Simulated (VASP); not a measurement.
**From an Ansatz input to VASP: AlN (strained wurtzite)**

Ansatz input

```yaml
crystal:
  lattice:
    - [3.1066937602, 0.0, 0.0]
    - [-1.5533468801, 2.6904757181, 0.0]
    - [0.0, 0.0, 5.078163383]
  atoms:
    - { symbol: Al, position: [0.3333333333, 0.6666666667, -0.001626757] }
    - { symbol: Al, position: [0.6666666667, 0.3333333333, 0.498373243] }
    - { symbol: "N", position: [0.3333333333, 0.6666666667, 0.376626757] }
    - { symbol: "N", position: [0.6666666667, 0.3333333333, 0.876626757] }
kpoints:
  mp_grid: { grid: [12, 12, 6] }
  band_path:
    path:
      - [0.0, 0.0, 0.0]
      - [0.5, 0.0, 0.0]
      - [0.3333333333, 0.3333333333, 0.0]
      - [0.0, 0.0, 0.5]
      - [0.5, 0.0, 0.5]
      - [0.3333333333, 0.3333333333, 0.5]
    npoints: 1
hamiltonian:
  xc: r2scan
scf:
  occupations: { method: fixed }
  n_extra_bands: 5
output:
  forces: true
  stress: true
  eigenvalues: true
```

Question: Translate this input to VASP.

Answer: 

INCAR

```
ENCUT = 520
METAGGA = R2SCAN
ISMEAR = 0
IBRION = -1
NBANDS = 16
NELM = 120
PREC = Accurate
ISIF = 2
EDIFF = 1E-7
LWAVE = .FALSE.
NSW = 0
LREAL = .FALSE.
LASPH = .TRUE.
SIGMA = 0.01
ALGO = Normal
LCHARG = .FALSE.
```

KPOINTS

```
KPOINTS created by Atomic Simulation Environment
0
Gamma
12 12 6
0 0 0
```

KPOINTS_OPT

```
special points
6
Reciprocal
0.0000000000 0.0000000000 0.0000000000 1
0.5000000000 0.0000000000 0.0000000000 1
0.3333333333 0.3333333333 0.0000000000 1
0.0000000000 0.0000000000 0.5000000000 1
0.5000000000 0.0000000000 0.5000000000 1
0.3333333333 0.3333333333 0.5000000000 1
```

POSCAR

```
Al N
 1.0000000000000000
     3.1066937601931870    0.0000000000000000    0.0000000000000000
    -1.5533468800965935    2.6904757181059007    0.0000000000000000
     0.0000000000000000    0.0000000000000000    5.0781633829999997
 Al  N
   2   2
Cartesian
  0.0000000000000001  1.7936504787372671 -0.0082609380124685
  1.5533468800965935  0.8968252393686336  2.5308207534875318
  0.0000000000000001  1.7936504787372671  1.9125722066374686
  1.5533468800965935  0.8968252393686336  4.4516538981374687
```

VASP ran with the recommended PBE PAW datasets (16 valence electrons in the cell). Other inputs would serve too.

```json
{"": "gap between bands v and c", "Ansatz": "4.79 eV", "VASP": "4.83 eV"}
{"": "least direct gap", "Ansatz": "4.79 eV", "VASP": "4.83 eV"}
{"": "pressure", "Ansatz": "-3.8 GPa", "VASP": "-4.2 GPa"}
```

Each program uses its own PAW datasets. VASP's cell holds 16 valence electrons and Ansatz's 16. Ansatz's stress includes a Pulay correction; VASP's doesn't.
